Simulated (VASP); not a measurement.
# W (Fm-3m) in VASP: notebook

One crystal, W, is run at these levels: PBE; tasks: single point.

Everything below comes from runs of VASP 6.6.1. Logs are shortened: lines on timing, memory, paths and dates and some standing lists are left out, and cuts for length are marked.

### Step 1. Starting point

The structure is cubic, space group Fm-3m (No. 225). Conventional cell: a = 4.060 Å, b = 4.060 Å, c = 4.060 Å, α = 90.00°, β = 90.00°, γ = 90.00°. W (site symmetry m-3m) is surrounded by 12 W at 2.87 Å.

This isn't the form of W at room conditions, which is bcc.

### Step 2. Single point, PBE

Contents of INCAR:

```
SYSTEM = W
  ADDGRID = .FALSE.
  ALGO = Normal
  EDIFF = 1E-7
  ENCUT = 200
  GGA = PE
  ISIF = 2
  ISMEAR = 0
  LASPH = .TRUE.
  LCHARG = .FALSE.
  LREAL = .FALSE.
  LWAVE = .FALSE.
  NBANDS = 13
  NELM = 100
  PREC = Accurate
  SIGMA = 0.15
```

Contents of KPOINTS:

```
k-points
0
G
  15 15 15
  0 0 0
```

Contents of POSCAR:

```
W
1.0
    0.0000000000      2.0300000000      2.0300000000
    2.0300000000      0.0000000000      2.0300000000
    2.0300000000      2.0300000000      0.0000000000
W
1
Direct
    0.0000000000      0.0000000000      0.0000000000
```

Potentials or basis: VASP PAW PBE potentials, release 64 (W_sv).

Command:

```console
cat potpaw_PBE.64/W_sv/POTCAR > POTCAR
mpirun -np 1 vasp_std > vasp.out
```

OUTCAR:

```text
SYSTEM = W
   EDIFF = 1E-7
   ENCUT = 200
   GGA = PE
   ISIF = 2
   ISMEAR = 0
   LASPH = .TRUE.
   LREAL = .FALSE.
   NELM = 100
   PREC = Accurate

 Found    120 irreducible k-points:

 Following reciprocal coordinates:
            Coordinates               Weight
  0.000000  0.000000  0.000000      1.000000
  0.066667  0.000000  0.000000      8.000000
  0.133333  0.000000  0.000000      8.000000
  0.200000  0.000000  0.000000      8.000000
  0.266667  0.000000  0.000000      8.000000
  0.333333  0.000000  0.000000      8.000000
   k-points           NKPTS =    120   k-points in BZ     NKDIM =    120   number of bands    NBANDS=     13
   number of dos      NEDOS =    301   number of ions     NIONS =      1
   total plane-waves  NPLWV =   2744
   dimension x,y,z NGX =    14 NGY =   14 NGZ =   14
   dimension x,y,z NGXF=    28 NGYF=   28 NGZF=   28
   ions per type =               1
   NGX,Y,Z   is equivalent  to a cutoff of   8.11,  8.11,  8.11 a.u.
   NGXF,Y,Z  is equivalent  to a cutoff of  16.21, 16.21, 16.21 a.u.
 SYSTEM =  W
   PREC   = accura    normal or accurate (medium, high low for compatibility)
   ISTART =      0    job   : 0-new  1-cont  2-samecut
   ICHARG =      2    charge: 1-file 2-atom 10-const
   ISPIN  =      1    spin polarized calculation?
   LNONCOLLINEAR =      F non collinear calculations
   LSORBIT =      F    spin-orbit coupling
   LASPH  =      T    aspherical Exc in radial PAW
   ENCUT  =  200.0 eV  14.70 Ry    3.83 a.u.   3.31  3.31  3.31*2*pi/ulx,y,z
   NELM   =    100;   NELMIN=  2; NELMDL= -5     # of ELM steps
   EDIFF  = 0.1E-06   stopping-criterion for ELM
   LREAL  =      F    real-space projection
   EDIFFG = 0.1E-05   stopping-criterion for IOM
   NSW    =      0    number of steps for IOM
   IBRION =     -1    ionic relax: 0-MD 1-quasi-New 2-CG
   NFREE  =      0    steps in history (QN), initial steepest desc. (CG)
   ISIF   =      2    stress and relaxation
   ISYM   =      2    0-nonsym 1-usesym 2-fastsym
   POTIM  = 0.5000    time-step for ionic-motion
   TEBEG  =    0.0;   TEEND  =   0.0 temperature during run
   PSTRESS=    0.0 pullay stress
   NELECT =      14.0000    total number of electrons
   NUPDOWN=      -1.0000    fix difference up-down
   EMIN   =  10.00;   EMAX   =-10.00  energy-range for DOS
   EFERMI =   0.00;   METHOD = LEGACY
   ISMEAR =     0;   SIGMA  =   0.15  broadening in eV -4-tet -1-fermi 0-gaus
   EFERMI_NEDOS =   21; number of points for ismear=-14 and -15
   IALGO  =     38    algorithm
   IMIX   =      4    mixing-type and parameters
     AMIX     =   0.40;   BMIX     =  1.00
     AMIX_MAG =   1.60;   BMIX_MAG =  1.00
  volume/ion in A,a.u.               =      16.73       112.91
  Fermi-wavevector in a.u.,A,eV,Ry     =   1.542688  2.915258 32.380324  2.379887
  Thomas-Fermi vector in A             =   2.648457
   LORBIT       =      0    0 simple, 1 ext, 2 COOP (PROOUT), +10 PAW based schemes
   GGA     = PE    functional components
   LHFCALC =     F    Hartree Fock is set to
   AEXX    =    0.0000 exact exchange contribution
   IVDW    =     0    specifies the selected vdW correction
   LEPSILON=     F    determine dielectric tensor
   LRPA    =     F    only Hartree local field effects (RPA)
 non-spin polarized calculation
 Gauss-broadening in eV      SIGMA  =   0.15
  energy-cutoff  :      200.00
  volume of cell :       16.73
 maximum number of plane-waves:       114
 NGX is ok and might be reduce to    14
   NGX =  7   NGY =  7   NGZ =  7

 number of electron      14.0000029 magnetization

 Free energy of the ion-electron system (eV)
  ---------------------------------------------------
  ext. energy  EPLUGINS =         0.00000000
  ---------------------------------------------------
  free energy    TOTEN  =       -12.47595960 eV

  energy without entropy =      -12.46152285  energy(sigma->0) =      -12.46874123

 E-fermi :  10.2494     XC(G=0): -13.3338

 val. band max:       10.2443948199   @ k =   0.2000   0.1333   0.0667
 cond. band min:      10.2809834669   @ k =  -0.4667   0.3333   0.0000
 fundamental gap:      0.0365886470
 Fermi energy:        10.2494495240

 k-point     1 :       0.0000    0.0000    0.0000
  band No.  band energies     occupation
      1     -63.4819      2.00000
      2     -27.1517      2.00000
      3     -27.1517      2.00000
      4     -27.1517      2.00000
      5       1.3332      2.00000
      6       9.7019      2.00000
      7       9.7019      2.00000
      8       9.7019      2.00000
      9      12.7379      0.00000
     10      12.7379      0.00000
     11      23.0410      0.00000
     12      28.1601      0.00000
     13      28.1601      0.00000

 k-point     2 :       0.0667    0.0000    0.0000
  band No.  band energies     occupation
      1     -63.4775      2.00000
      2     -27.2011      2.00000
      3     -27.1580      2.00000
      4     -27.1580      2.00000
      5       1.5239      2.00000
      6       9.5586      2.00000
      7       9.7914      1.99998
      8       9.7914      1.99998
      9      12.6597      0.00000
     10      12.6597      0.00000
     11      23.4214      0.00000
     12      27.3249      0.00000
     13      28.5157      0.00000

 k-point     3 :       0.1333    0.0000    0.0000
  band No.  band energies     occupation
      1     -63.4652      2.00000
      2     -27.3389      2.00000
      3     -27.1760      2.00000
      4     -27.1760      2.00000
      5       2.0668      2.00000
      6       9.2124      2.00000
      7      10.0070      1.97774
      8      10.0070      1.97774
      9      12.5130      0.00000
     10      12.5130      0.00000
     11      24.3605      0.00000
     12      25.9600      0.00000
     13      29.5331      0.00000

 k-point     4 :       0.2000    0.0000    0.0000
  band No.  band energies     occupation
      1     -63.4471      2.00000
      2     -27.5380      2.00000
      3     -27.2022      2.00000
      4     -27.2022      2.00000
      5       2.8676      2.00000
      6       8.8465      2.00000
      7      10.1740      1.52326
      8      10.1740      1.52326
      9      12.5645      0.00000
     10      12.5645      0.00000
     11      24.1037      0.00000
     12      26.2446      0.00000
     13      31.1197      0.00000

 k-point     5 :       0.2667    0.0000    0.0000
  band No.  band energies     occupation
      1     -63.4271      2.00000
      2     -27.7607      2.00000
      3     -27.2322      2.00000
      4     -27.2321      2.00000
      5       3.7263      2.00000
      6       8.7266      2.00000
      7      10.0994      1.84274
      8      10.0994      1.84274
      9      13.0074      0.00000
     10      13.0074      0.00000
     11      22.9516      0.00000
     12      26.8816      0.00000
     13      32.7788      0.00000

 k-point     6 :       0.3333    0.0000    0.0000
  band No.  band energies     occupation
      1     -63.4083      2.00000
      2     -27.9679      2.00000
      3     -27.2607      2.00000
      4     -27.2607      2.00000
      5       4.3625      2.00000
      6       9.0944      2.00000
      7       9.8580      1.99978
      8       9.8580      1.99978
      9      13.7654      0.00000
     10      13.7654      0.00000
     11      21.9366      0.00000
     12      25.5839      0.00000
     13      31.8602      0.00000

 [... further k-points ...]

------------------------ aborting loop because EDIFF is reached ----------------------------------------

  FORCE on cell =-STRESS in cart. coord.  units (eV):
  Direction    XX          YY          ZZ          XY          YZ          ZX
  --------------------------------------------------------------------------------------
  -------------------------------------------------------------------------------------
  Total       -1.1872548     -1.1872548     -1.1872548      0.0000000     -0.0000000      0.0000000
  in kB     -113.6937030   -113.6937030   -113.6937030      0.0000000     -0.0000000      0.0000000
  external PRESSURE =    -113.6937030 kB  Pullay stress =       0.0000000 kB

 VOLUME and BASIS-vectors are now :
 -----------------------------------------------------------------------------
  energy-cutoff  :      200.00
  volume of cell :       16.73
      direct lattice vectors                 reciprocal lattice vectors
     0.000000000  2.030000000  2.030000000    -0.246305419  0.246305419  0.246305419
     2.030000000  0.000000000  2.030000000     0.246305419 -0.246305419  0.246305419
     2.030000000  2.030000000  0.000000000     0.246305419  0.246305419 -0.246305419

 POSITION                                       TOTAL-FORCE (eV/Angst)
 -----------------------------------------------------------------------------------
      0.00000      0.00000      0.00000        -0.000000      0.000000     -0.000000
 -----------------------------------------------------------------------------------
    total drift:                               -0.000000     -0.000000     -0.000000

  FREE ENERGIE OF THE ION-ELECTRON SYSTEM (eV)
  ---------------------------------------------------
  free  energy   TOTEN  =       -12.4759596001 eV

  energy  without entropy=      -12.4615228505  energy(sigma->0) =      -12.46874123
```

It took 3.3 s on 1 thread of Intel Xeon Platinum 8488C (Sapphire Rapids), shared host; peak memory 0.11 GiB.

The run converged, but a check on its numbers failed (symmetry, net force, bounds or a known fault of this set-up), so they aren't taken as properties of the crystal.

Caveat: the cutoff lies under the usual one of these potentials, so the numbers hold a large basis-set error.

### Step 3. Single point, PBE

INCAR: that of step 2 with these lines changed.

```diff
@@ -4,3 +4,3 @@
   EDIFF = 1E-7
-  ENCUT = 200
+  ENCUT = 500
   GGA = PE
```

Contents of KPOINTS:

```
k-points
0
G
  10 10 10
  0 0 0
```

POSCAR is that of step 2.

Potentials or basis: VASP PAW PBE potentials, release 64 (W_sv).

Command:

```console
cat potpaw_PBE.64/W_sv/POTCAR > POTCAR
mpirun -np 1 vasp_std > vasp.out
```

OUTCAR:

```text
SYSTEM = W
   EDIFF = 1E-7
   ENCUT = 500
   GGA = PE
   ISIF = 2
   ISMEAR = 0
   LASPH = .TRUE.
   LREAL = .FALSE.
   NELM = 100
   PREC = Accurate

 Found     47 irreducible k-points:

 Following reciprocal coordinates:
            Coordinates               Weight
  0.000000  0.000000  0.000000      1.000000
  0.100000  0.000000  0.000000      8.000000
  0.200000  0.000000  0.000000      8.000000
  0.300000  0.000000  0.000000      8.000000
  0.400000  0.000000  0.000000      8.000000
  0.500000  0.000000  0.000000      4.000000
   k-points           NKPTS =     47   k-points in BZ     NKDIM =     47   number of bands    NBANDS=     13
   number of dos      NEDOS =    301   number of ions     NIONS =      1
   total plane-waves  NPLWV =  13824
   dimension x,y,z NGX =    24 NGY =   24 NGZ =   24
   dimension x,y,z NGXF=    48 NGYF=   48 NGZF=   48
   ions per type =               1
   NGX,Y,Z   is equivalent  to a cutoff of  13.90, 13.90, 13.90 a.u.
   NGXF,Y,Z  is equivalent  to a cutoff of  27.80, 27.80, 27.80 a.u.
 SYSTEM =  W
   PREC   = accura    normal or accurate (medium, high low for compatibility)
   ISTART =      0    job   : 0-new  1-cont  2-samecut
   ICHARG =      2    charge: 1-file 2-atom 10-const
   ISPIN  =      1    spin polarized calculation?
   LNONCOLLINEAR =      F non collinear calculations
   LSORBIT =      F    spin-orbit coupling
   LASPH  =      T    aspherical Exc in radial PAW
   ENCUT  =  500.0 eV  36.75 Ry    6.06 a.u.   5.23  5.23  5.23*2*pi/ulx,y,z
   NELM   =    100;   NELMIN=  2; NELMDL= -5     # of ELM steps
   EDIFF  = 0.1E-06   stopping-criterion for ELM
   LREAL  =      F    real-space projection
   EDIFFG = 0.1E-05   stopping-criterion for IOM
   NSW    =      0    number of steps for IOM
   IBRION =     -1    ionic relax: 0-MD 1-quasi-New 2-CG
   NFREE  =      0    steps in history (QN), initial steepest desc. (CG)
   ISIF   =      2    stress and relaxation
   ISYM   =      2    0-nonsym 1-usesym 2-fastsym
   POTIM  = 0.5000    time-step for ionic-motion
   TEBEG  =    0.0;   TEEND  =   0.0 temperature during run
   PSTRESS=    0.0 pullay stress
   NELECT =      14.0000    total number of electrons
   NUPDOWN=      -1.0000    fix difference up-down
   EMIN   =  10.00;   EMAX   =-10.00  energy-range for DOS
   EFERMI =   0.00;   METHOD = LEGACY
   ISMEAR =     0;   SIGMA  =   0.15  broadening in eV -4-tet -1-fermi 0-gaus
   EFERMI_NEDOS =   21; number of points for ismear=-14 and -15
   IALGO  =     38    algorithm
   IMIX   =      4    mixing-type and parameters
     AMIX     =   0.40;   BMIX     =  1.00
[... 18 lines left out ...]

 number of electron      14.0000002 magnetization

 Free energy of the ion-electron system (eV)
  ---------------------------------------------------
  ext. energy  EPLUGINS =         0.00000000
  ---------------------------------------------------
  free energy    TOTEN  =       -12.46803237 eV

  energy without entropy =      -12.45461293  energy(sigma->0) =      -12.46132265

 E-fermi :  10.1969     XC(G=0): -13.3305

 val. band max:       10.1702090867   @ k =  -0.1000   0.1000   0.0000
 cond. band min:      10.2415672254   @ k =   0.5000   0.1000   0.0000
 fundamental gap:      0.0713581386
 Fermi energy:        10.1968909578

 k-point     1 :       0.0000    0.0000    0.0000
  band No.  band energies     occupation
      1     -63.5003      2.00000
      2     -27.1532      2.00000
      3     -27.1532      2.00000
      4     -27.1532      2.00000
      5       1.3356      2.00000
      6       9.6863      2.00000
      7       9.6863      2.00000
      8       9.6863      2.00000
      9      12.7238      0.00000
     10      12.7238      0.00000
     11      22.9893      0.00000
     12      28.1120      0.00000
     13      28.1120      0.00000
[... 66 lines left out ...]
  band No.  band energies     occupation
      1     -63.4033      2.00000
      2     -28.2249      2.00000
      3     -27.2978      2.00000
      4     -27.2978      2.00000
      5       4.7259      2.00000
      6       9.4728      2.00000
      7       9.4728      2.00000
      8      10.8039      0.00000
      9      15.1271      0.00000
     10      15.1271      0.00000
     11      20.2224      0.00000
     12      22.6176      0.00000
     13      28.6798      0.00000

 [... further k-points ...]

------------------------ aborting loop because EDIFF is reached ----------------------------------------

  FORCE on cell =-STRESS in cart. coord.  units (eV):
  Direction    XX          YY          ZZ          XY          YZ          ZX
  --------------------------------------------------------------------------------------
  -------------------------------------------------------------------------------------
  Total       -0.3890543     -0.3890543     -0.3890543      0.0000000      0.0000000      0.0000000
  in kB      -37.2565577    -37.2565577    -37.2565577      0.0000000      0.0000000      0.0000000
  external PRESSURE =     -37.2565577 kB  Pullay stress =       0.0000000 kB

 VOLUME and BASIS-vectors are now :
 -----------------------------------------------------------------------------
  energy-cutoff  :      500.00
  volume of cell :       16.73
      direct lattice vectors                 reciprocal lattice vectors
     0.000000000  2.030000000  2.030000000    -0.246305419  0.246305419  0.246305419
     2.030000000  0.000000000  2.030000000     0.246305419 -0.246305419  0.246305419
     2.030000000  2.030000000  0.000000000     0.246305419  0.246305419 -0.246305419

 POSITION                                       TOTAL-FORCE (eV/Angst)
 -----------------------------------------------------------------------------------
      0.00000      0.00000      0.00000         0.000000      0.000000      0.000000
 -----------------------------------------------------------------------------------
    total drift:                                0.000000      0.000000      0.000000

  FREE ENERGIE OF THE ION-ELECTRON SYSTEM (eV)
  ---------------------------------------------------
  free  energy   TOTEN  =       -12.4680323709 eV

  energy  without entropy=      -12.4546129267  energy(sigma->0) =      -12.46132265
```

Wall time 5.8 s (1 thread of Intel Xeon Platinum 8488C (Sapphire Rapids), shared host); peak memory 0.14 GiB.

The run converged, but some of its settings lie outside the range that counts as converged, so its numbers aren't taken as properties of the crystal.

What came out:

* Free energy: -12.4680 eV
* Pressure: -3.7 GPa
* Band gap on the k mesh: none (metal or under the smearing width)

[end of part 1 of 2]
